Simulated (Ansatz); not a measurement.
Y: how the free axis answers a strain

Y, Fm-3m, a = 5.101 Å. This isn't the element's structure at ambient conditions. Ansatz: r2SCAN, PAW, 500 eV, Γ-centred 14×14×10 mesh on 2 atoms, Gaussian smearing 0.10 eV; no spin polarisation. Series: uniaxial strain along a, with b, c and atoms relaxed; x is the strain in per cent. The axes a, b, c are those of the computed cell (3.607, 3.607, 5.101 Å), along [1 1 0], [-1 1 0], [0 0 1] of the cell named above. y is the change of c in per cent of 5.101 Å.

```tsv
x (%)	y (%)
-3.0	?
-2.0	1.48
-1.0	0.77
0.0	0.00
1.0	-0.66
2.0	-1.39
3.0	-2.15
```

Problem. Fit y = c1 x + c2 x² to the other rows, say what c1 measures, and predict the missing y.

Solution. Least squares on the rows shown. y = −0.7256 x + 0.006195 x². So −c1 = 0.726 is Poisson's ratio for this pair of axes, over the isotropic limit of 0.5, which a direction in an anisotropic crystal may pass. Along b the same runs (not shown) give -0.14: b grows with the strained axis. At x = -3.0 the fit asked for gives 2.23 %. The run gave 2.18 %, so the fit is 0.05 % too high, within twice the rms miss on the fitted rows (0.04 %).